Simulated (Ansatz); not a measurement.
# WS2: the cost of one run

Computed with Ansatz 0.2.0 (DFT PBEsol, scalar-relativistic, plane waves, PAW, unless a step's input says otherwise).

2 further runs of the same task are left out: 2 set aside as unsound or not needed.

**1. Starting point**

The structure is hexagonal, space group P-6m2 (No. 187). The conventional cell has a = 3.146 Å, b = 3.146 Å, c = 16.953 Å, α = 90.00°, β = 90.00°, γ = 120.00°. W (site symmetry -6m2) is surrounded by 6 S at 2.40 Å. S (site symmetry 3m) is surrounded by 3 W at 2.40 Å.

Coordinates:

```cif
data_structure
_symmetry_space_group_name_H-M 'P-6m2'
_symmetry_Int_Tables_number 187
_cell_length_a 3.1458
_cell_length_b 3.1458
_cell_length_c 16.9534
_cell_angle_alpha 90.000
_cell_angle_beta 90.000
_cell_angle_gamma 120.000
_cell_volume 145.29
loop_
_atom_site_label
_atom_site_type_symbol
_atom_site_symmetry_multiplicity
_atom_site_Wyckoff_symbol
_atom_site_fract_x
_atom_site_fract_y
_atom_site_fract_z
_atom_site_occupancy
W1 W 1 a 0.00000 0.00000 0.00000 1
S1 S 2 h 0.33333 0.66667 0.90758 1
```

It goes back to an entry of the Materials Project, which need not be the stable form.

This cell was relaxed beforehand with the same method: volume 48.43 Å³/atom, gap on the mesh 1.94 eV.

The unstrained cell was computed beforehand with the same settings: E(σ→0) = -12029.0546 eV for 3 atoms, gap 1.94 eV over the zone.

**2. The cell strained by +1.5 %**

input.yaml

```yaml
crystal:
  lattice:
    - [3.1457762274, 0.0, 0.0]
    - [-1.5728881137, 2.7243221276, 0.0]
    - [0.2543013159, 0.0, 16.9534210617]
  atoms:
    - { symbol: W, position: [0.3333333333, 0.6666666667, 0.0] }
    - { symbol: S, position: [0.6666666667, 0.3333333333, 0.9075761489] }
    - { symbol: S, position: [0.6666666667, 0.3333333333, 0.0924238511] }
basis:
  ecutwfc: 420
kpoints:
  mp_grid: { grid: [12, 12, 2] }
hamiltonian:
  xc: pbesol
scf:
  occupations: { method: gaussian, width: 0.02 }
output:
  forces: true
  stress: true
  eigenvalues: true
relax:
  adjacent_minimum: "off"
  f_tol: 0.008
  max_steps: 40
```

Launch:

```bash
> ansatz run input.yaml --threads 1 --pin off --max-ram 2560MiB --backend cpu --events-out ev --progress --plain --runs-dir out
```

**Question.** How long does this run take on 1 thread of AMD EPYC 9R45 (Zen 5), shared host, and how much memory does it need?

About 22 s, with a peak of 0.57 GiB.
